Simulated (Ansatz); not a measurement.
# Tungsten, fcc under RPBE: structure, energy and stiffness, part 2 of 2

What does RPBE give for tungsten in the fcc structure? We relax it, solve it on a dense k-mesh, then scale the cell to 7 volumes from 88 to 112 % of the relaxed one and try a fit of the equation of state. Spin polarisation is left out. The k-meshes are 14×14×14 for the relaxation; 22×22×22 for the dense run; 15×15×15 for the volumes.

Ansatz 0.2.0; DFT, RPBE, plane waves (420 eV) with PAW, scalar-relativistic.

## Step 6: Volume × 0.96

This is W in the fcc structure; at room conditions it is bcc.

Contents of input.yaml:

```yaml
crystal:
  lattice:
    - [0.0, 2.000266951, 2.000266951]
    - [2.000266951, 0.0, 2.000266951]
    - [2.000266951, 2.000266951, 0.0]
  atoms:
    - { symbol: W, position: [0.0, 0.0, 0.0] }
hamiltonian:
  xc: rpbe
  pseudopotentials:
    kind: paw
    azcp:
      W: "pseudopotentials/W.paw.azcp"
basis:
  ecutwfc: 420
  fft_grid_basis: typed
kpoints:
  mp_grid: { grid: [15, 15, 15], shift: [0, 0, 0] }
magnetization:
  spin_polarized: false
scf:
  occupations: { method: fermi_dirac, width: 0.1 }
  lower_state_search: "off"
output:
  stress: true
```

Launch:

```sh
$ ansatz run input.yaml --threads 2 --pin off --max-ram 5120MiB --backend cpu --events-out ev --progress --plain --runs-dir out
```

The program printed, cut to the lines that bear on the results:

```text
Warning: RAYON_NUM_THREADS=2 ignored (pool sized by the plan → 2); use --threads N
[...]
Pseudopotentials: kind: paw
Pseudopotential: W, paw, valence charge 14, recommended cutoff 420 eV (normal), <dir>
Functional definition: RPBE
[...]
Crystal: 1 atoms, lattice volume = 16.006 Å³
Basis set: ecut = 420 eV, 331 PW (Γ)
Bands: 11, of which v1, the nominal top of the filled ones, is band 7 counted from 1 (6 counted from 0)
Symmetry: 48 space group operations
Space group: Fm-3m (ITA 225), of the structure as read, at distance tolerance 2.5e-5 Å
k-points: 120 of 3375
[...]
SCF iter   1: F=—  HF=-10397.075728 eV  |F-HF|=—  |Δ(HF+E_count)|=         —  Δρ=3.02e-3  dr2=1.34e-3  ethr=1.77e-3  ⟨swp⟩=5.0  Hψ=7086  notcnv=0
[...]
SCF iter   6: F=-10397.075008 eV  HF=-10397.075008 eV  |F-HF|=9.09e-12  |Δ(HF+E_count)|=   1.40e-9  Δρ=4.81e-7  dr2=1.00e-11  ethr=2.78e-11  ⟨swp⟩=1.5  Hψ=3943  notcnv=0
[...]
SCF converged after 6 iterations
Free energy (F): -10397.075008 eV
[...]
E sigma→0 (E₀):  -10397.056485 eV
Entropy (-TS):   -0.037046 eV (-37.046 meV/atom)
Fermi energy:    22.009232 eV
[...]
--- Stress (GPa, compression-positive) ---
       11.842769      -0.000000      -0.000000
        0.000000      11.842769       0.000000
        0.000000      -0.000000      11.842769
  P = ⅓ Tr σ = 11.8428 GPa (118.428 kbar)
```

Wall time 0.89 s (2 threads of Arm Neoverse V1, shared host); peak memory 0.27 GiB.

## Step 7: Volume × 1.0

input.yaml: that of step 6 with these lines changed.

```diff
@@ -2,5 +2,5 @@
   lattice:
-    - [0.0, 2.000266951, 2.000266951]
-    - [2.000266951, 0.0, 2.000266951]
-    - [2.000266951, 2.000266951, 0.0]
+    - [0.0, 2.0276712735, 2.0276712735]
+    - [2.0276712735, 0.0, 2.0276712735]
+    - [2.0276712735, 2.0276712735, 0.0]
   atoms:
@@ -25 +25,5 @@
   stress: true
+  write_density: true
+  write_potential: true
+  elf: true
+  volumetric_format: npy
```

Launch:

```sh
$ ansatz run input.yaml --threads 2 --pin off --max-ram 5120MiB --backend cpu --events-out ev --progress --plain --runs-dir out
```

The program printed, cut to the lines that bear on the results:

```text
Warning: RAYON_NUM_THREADS=2 ignored (pool sized by the plan → 2); use --threads N
[...]
Pseudopotentials: kind: paw
Pseudopotential: W, paw, valence charge 14, recommended cutoff 420 eV (normal), <dir>
Functional definition: RPBE
[...]
Crystal: 1 atoms, lattice volume = 16.673 Å³
Basis set: ecut = 420 eV, 331 PW (Γ)
Bands: 11, of which v1, the nominal top of the filled ones, is band 7 counted from 1 (6 counted from 0)
Symmetry: 48 space group operations
Space group: Fm-3m (ITA 225), of the structure as read, at distance tolerance 2.6e-5 Å
k-points: 120 of 3375
[...]
SCF iter   1: F=—  HF=-10397.098846 eV  |F-HF|=—  |Δ(HF+E_count)|=         —  Δρ=2.59e-3  dr2=9.31e-4  ethr=1.77e-3  ⟨swp⟩=5.0  Hψ=7086  notcnv=0
[...]
SCF iter   6: F=-10397.098334 eV  HF=-10397.098334 eV  |F-HF|=5.46e-12  |Δ(HF+E_count)|=  3.80e-10  Δρ=1.33e-7  dr2=1.02e-12  ethr=4.22e-12  ⟨swp⟩=4.3  Hψ=6371  notcnv=0
[...]
SCF converged after 6 iterations
Free energy (F): -10397.098334 eV
[...]
E sigma→0 (E₀):  -10397.078675 eV
Entropy (-TS):   -0.039319 eV (-39.319 meV/atom)
Fermi energy:    21.013160 eV
[...]
--- Stress (GPa, compression-positive) ---
       -0.234142       0.000000       0.000000
        0.000000      -0.234142      -0.000000
        0.000000      -0.000000      -0.234142
  P = ⅓ Tr σ = -0.2341 GPa (-2.341 kbar)
--- Band table (eV; the first three rows and the last of 120) ---
  k-point 0: bands = ["-52.6541", "-16.3426", "-16.3426", "-16.3426", "12.0868", "20.4540", "20.4540", "20.4540", "23.5241", "23.5241", "33.7245"]
[...]
```

Wall time 1.2 s (2 threads of Arm Neoverse V1, shared host); peak memory 0.28 GiB.

Axes a, b and c in the maps are those of this run's conventional cell (a, b, c = 4.055, 4.055, 4.055 Å).

Density in a lattice plane of the grid's cell (edges 4.06 and 4.06 Å, at 0.000 of the third edge), which holds W.

Ten even steps from ' ' (0.19 e/Å³) to '@' (5.19 e/Å³):
```
%%@@@@##==::                          ::==##@@@@
@@@@%%**--..                          ..--**%%@@
****++--..                              ..--++**
::::::..                                  ..::::
                                                
                  ..::::::::::..                
                ..--++******++--..              
              ..--**%%@@@@@@%%**--..            
              ::==##@@@@%%@@@@##==::            
              ::++%%@@%%**%%@@%%++::            
              ::==##@@@@%%@@@@##==::            
              ..--**%%@@@@@@%%**--..            
                ..--++******++--..              
                  ..::::::::::..                
                                                
::::::..                                  ..::::
****++--..                              ..--++**
@@@@%%**--..                          ..--**%%@@
%%@@@@##==::                          ::==##@@@@
**%%@@%%++::                          ::++%%@@%%
```
Columns run along the first of these edges and rows up along the second, over one cell in 24 and 20 even steps from the bottom left corner. Atoms in the plane (fractional): W at (0.00, 0.00), W at (0.50, 0.50).

ELF in the same plane.

Values, 12 rows by 12 columns:
```
0.45 0.67 0.56 0.21 0.29 0.39 0.38 0.39 0.29 0.21 0.56 0.67
0.62 0.56 0.32 0.27 0.36 0.29 0.24 0.29 0.35 0.27 0.32 0.56
0.21 0.21 0.27 0.35 0.27 0.21 0.21 0.21 0.27 0.35 0.27 0.21
0.24 0.29 0.36 0.27 0.32 0.56 0.62 0.56 0.32 0.27 0.35 0.29
0.38 0.39 0.29 0.21 0.56 0.67 0.45 0.67 0.56 0.21 0.29 0.39
0.40 0.38 0.24 0.21 0.62 0.45 0.00 0.45 0.62 0.21 0.24 0.38
0.38 0.39 0.29 0.21 0.56 0.67 0.45 0.67 0.56 0.21 0.29 0.39
0.24 0.29 0.35 0.27 0.32 0.56 0.62 0.56 0.32 0.27 0.36 0.29
0.21 0.21 0.27 0.35 0.27 0.21 0.21 0.21 0.27 0.35 0.27 0.21
0.62 0.56 0.32 0.27 0.35 0.29 0.24 0.29 0.36 0.27 0.32 0.56
0.45 0.67 0.56 0.21 0.29 0.39 0.38 0.39 0.29 0.21 0.56 0.67
0.00 0.45 0.62 0.21 0.24 0.38 0.40 0.38 0.24 0.21 0.62 0.45
```
Columns run along the first of these edges and rows up along the second, over one cell in 12 and 12 even steps from the bottom left corner. Atoms in the plane (fractional): W at (0.00, 0.00), W at (0.50, 0.50).

Both are smooth fields of the valence electrons: close to the nuclei they are not physical.

The highest ELF values outside the cores: 0.56 between the atoms, 1.7 Å from W.

## Step 8: Volume × 1.04

input.yaml: that of step 7 with these lines changed.

```diff
@@ -2,5 +2,5 @@
   lattice:
-    - [0.0, 2.0276712735, 2.0276712735]
-    - [2.0276712735, 0.0, 2.0276712735]
-    - [2.0276712735, 2.0276712735, 0.0]
+    - [0.0, 2.0543542186, 2.0543542186]
+    - [2.0543542186, 0.0, 2.0543542186]
+    - [2.0543542186, 2.0543542186, 0.0]
   atoms:
@@ -25,5 +25 @@
   stress: true
-  write_density: true
-  write_potential: true
-  elf: true
-  volumetric_format: npy
```

Launch:

```sh
$ ansatz run input.yaml --threads 2 --pin off --max-ram 5120MiB --backend cpu --events-out ev --progress --plain --runs-dir out
```

The program printed, cut to the lines that bear on the results:

```text
Warning: RAYON_NUM_THREADS=2 ignored (pool sized by the plan → 2); use --threads N
[...]
Pseudopotentials: kind: paw
Pseudopotential: W, paw, valence charge 14, recommended cutoff 420 eV (normal), <dir>
Functional definition: RPBE
[...]
Crystal: 1 atoms, lattice volume = 17.340 Å³
Basis set: ecut = 420 eV, 331 PW (Γ)
Bands: 11, of which v1, the nominal top of the filled ones, is band 7 counted from 1 (6 counted from 0)
Symmetry: 48 space group operations
Space group: Fm-3m (ITA 225), of the structure as read, at distance tolerance 2.6e-5 Å
k-points: 120 of 3375
[...]
SCF iter   1: F=—  HF=-10397.076343 eV  |F-HF|=—  |Δ(HF+E_count)|=         —  Δρ=2.28e-3  dr2=6.76e-4  ethr=1.77e-3  ⟨swp⟩=5.0  Hψ=7091  notcnv=0
[...]
SCF iter   6: F=-10397.076135 eV  HF=-10397.076135 eV  |F-HF|=7.28e-12  |Δ(HF+E_count)|=  2.36e-10  Δρ=2.61e-7  dr2=2.83e-12  ethr=8.01e-12  ⟨swp⟩=1.7  Hψ=3880  notcnv=0
[...]
SCF converged after 6 iterations
Free energy (F): -10397.076135 eV
[...]
E sigma→0 (E₀):  -10397.055400 eV
Entropy (-TS):   -0.041469 eV (-41.469 meV/atom)
Fermi energy:    20.089671 eV
[...]
--- Stress (GPa, compression-positive) ---
      -10.095394      -0.000000      -0.000000
       -0.000000     -10.095394       0.000000
        0.000000       0.000000     -10.095394
  P = ⅓ Tr σ = -10.0954 GPa (-100.954 kbar)
```

Run time: 0.89 s. Hardware: 2 threads of Arm Neoverse V1, shared host; peak memory 0.27 GiB.

## Step 9: Volume × 1.08

input.yaml: that of step 8 with these lines changed.

```diff
@@ -2,5 +2,5 @@
   lattice:
-    - [0.0, 2.0543542186, 2.0543542186]
-    - [2.0543542186, 0.0, 2.0543542186]
-    - [2.0543542186, 2.0543542186, 0.0]
+    - [0.0, 2.0803614633, 2.0803614633]
+    - [2.0803614633, 0.0, 2.0803614633]
+    - [2.0803614633, 2.0803614633, 0.0]
   atoms:
```

Launch:

```sh
$ ansatz run input.yaml --threads 2 --pin off --max-ram 5120MiB --backend cpu --events-out ev --progress --plain --runs-dir out
```

The program printed, cut to the lines that bear on the results:

```text
Warning: RAYON_NUM_THREADS=2 ignored (pool sized by the plan → 2); use --threads N
[...]
Pseudopotentials: kind: paw
Pseudopotential: W, paw, valence charge 14, recommended cutoff 420 eV (normal), <dir>
Functional definition: RPBE
[...]
Crystal: 1 atoms, lattice volume = 18.007 Å³
Basis set: ecut = 420 eV, 339 PW (Γ)
Bands: 11, of which v1, the nominal top of the filled ones, is band 7 counted from 1 (6 counted from 0)
Symmetry: 48 space group operations
Space group: Fm-3m (ITA 225), of the structure as read, at distance tolerance 2.6e-5 Å
k-points: 120 of 3375
[...]
SCF iter   1: F=—  HF=-10397.017050 eV  |F-HF|=—  |Δ(HF+E_count)|=         —  Δρ=2.15e-3  dr2=6.01e-4  ethr=1.77e-3  ⟨swp⟩=5.0  Hψ=7101  notcnv=0
[...]
SCF iter   6: F=-10397.016835 eV  HF=-10397.016835 eV  |F-HF|=2.91e-11  |Δ(HF+E_count)|=   5.64e-9  Δρ=9.37e-7  dr2=5.51e-11  ethr=1.06e-10  ⟨swp⟩=2.0  Hψ=4519  notcnv=0
[...]
SCF converged after 6 iterations
Free energy (F): -10397.016835 eV
[...]
E sigma→0 (E₀):  -10396.995043 eV
Entropy (-TS):   -0.043584 eV (-43.584 meV/atom)
Fermi energy:    19.230426 eV
[...]
--- Stress (GPa, compression-positive) ---
      -18.118890       0.000000       0.000000
        0.000000     -18.118890      -0.000000
       -0.000000      -0.000000     -18.118890
  P = ⅓ Tr σ = -18.1189 GPa (-181.189 kbar)
```

Run time: 1 s. Hardware: 2 threads of Arm Neoverse V1, shared host; peak memory 0.27 GiB.

## Step 10: Volume × 1.12

input.yaml: that of step 9 with these lines changed.

```diff
@@ -2,5 +2,5 @@
   lattice:
-    - [0.0, 2.0803614633, 2.0803614633]
-    - [2.0803614633, 0.0, 2.0803614633]
-    - [2.0803614633, 2.0803614633, 0.0]
+    - [0.0, 2.1057342257, 2.1057342257]
+    - [2.1057342257, 0.0, 2.1057342257]
+    - [2.1057342257, 2.1057342257, 0.0]
   atoms:
@@ -25 +25,5 @@
   stress: true
+  write_density: true
+  write_potential: true
+  elf: true
+  volumetric_format: npy
```

Launch:

```sh
$ ansatz run input.yaml --threads 2 --pin off --max-ram 5120MiB --backend cpu --events-out ev --progress --plain --runs-dir out
```

The program printed, cut to the lines that bear on the results:

```text
Warning: RAYON_NUM_THREADS=2 ignored (pool sized by the plan → 2); use --threads N
[...]
Pseudopotentials: kind: paw
Pseudopotential: W, paw, valence charge 14, recommended cutoff 420 eV (normal), <dir>
Functional definition: RPBE
[...]
Crystal: 1 atoms, lattice volume = 18.674 Å³
Basis set: ecut = 420 eV, 339 PW (Γ)
Bands: 11, of which v1, the nominal top of the filled ones, is band 7 counted from 1 (6 counted from 0)
Symmetry: 48 space group operations
Space group: Fm-3m (ITA 225), of the structure as read, at distance tolerance 2.7e-5 Å
k-points: 120 of 3375
[...]
SCF iter   1: F=—  HF=-10396.927559 eV  |F-HF|=—  |Δ(HF+E_count)|=         —  Δρ=2.19e-3  dr2=6.75e-4  ethr=1.77e-3  ⟨swp⟩=5.0  Hψ=7132  notcnv=0
[...]
SCF iter   6: F=-10396.927402 eV  HF=-10396.927402 eV  |F-HF|=1.23e-9  |Δ(HF+E_count)|=   1.69e-8  Δρ=4.11e-6  dr2=1.83e-9  ethr=3.28e-10  ⟨swp⟩=5.1  Hψ=6935  notcnv=0
[...]
SCF converged after 6 iterations
Free energy (F): -10396.927402 eV
[...]
E sigma→0 (E₀):  -10396.904568 eV
Entropy (-TS):   -0.045668 eV (-45.668 meV/atom)
Fermi energy:    18.428487 eV
[...]
--- Stress (GPa, compression-positive) ---
      -24.618482       0.000000       0.000000
        0.000000     -24.618482      -0.000000
        0.000000      -0.000000     -24.618482
  P = ⅓ Tr σ = -24.6185 GPa (-246.185 kbar)
--- Band table (eV; the first three rows and the last of 120) ---
  k-point 0: bands = ["-55.4857", "-19.2866", "-19.2866", "-19.2866", "10.0903", "17.9699", "17.9699", "17.9699", "20.5731", "20.5731", "30.9501"]
[...]
```

Run time: 1.4 s. Hardware: 2 threads of Arm Neoverse V1, shared host; peak memory 0.28 GiB.

## Step 11: Fitting the volumes

All volumes keep the relaxed shape and fractional coordinates.

```
V (Å³/atom)  E − E₀ (meV/atom)  P from the stress (GPa)  P from the fit (GPa)
     14.673              245.4                    44.69                 44.35
     15.339               99.8                    26.60                 26.25
     16.006               22.1                    11.84                 11.53
     16.673                0.0                    -0.23                 -0.49
     17.340               23.2                   -10.10                -10.32
     18.007               83.6                   -18.12                -18.37
     18.674              174.1                   -24.62                -24.96
```

Fit (Birch-Murnaghan, third order): V₀ = 16.643 Å³/atom, B₀ = 273 GPa, B₀′ = 4.0, largest residual 0.10 meV/atom.

The fit is made to E(σ → 0), while the stress belongs to the free energy F; that is one source of the offset between the two pressures.

## Step 12: What came out

This closing draws on all 2 parts.

| quantity | value |
| --- | --- |
| space group (spins left aside) | Fm-3m (No. 225) |
| conventional cell | a = 4.055 Å |
| volume | 16.673 Å³/atom |
| shortest distance | 2.868 Å |
| gap on the mesh | none (levels filled in part) |
| relative to bcc | +482 meV/atom |
| V₀, B₀, B₀′ | 16.643 Å³/atom, 273 GPa, 4.0 |

In words: From the guessed start the volume grew by 5.2 % in 6 steps. It lies 482 meV/atom above the element's reference form at the same level (bcc, from a run of its own). Levels at the Fermi energy are filled in part, as in a metal. The fitted modulus is 273 GPa. The symmetry was held, so the structure may be unstable against distortions that break it.
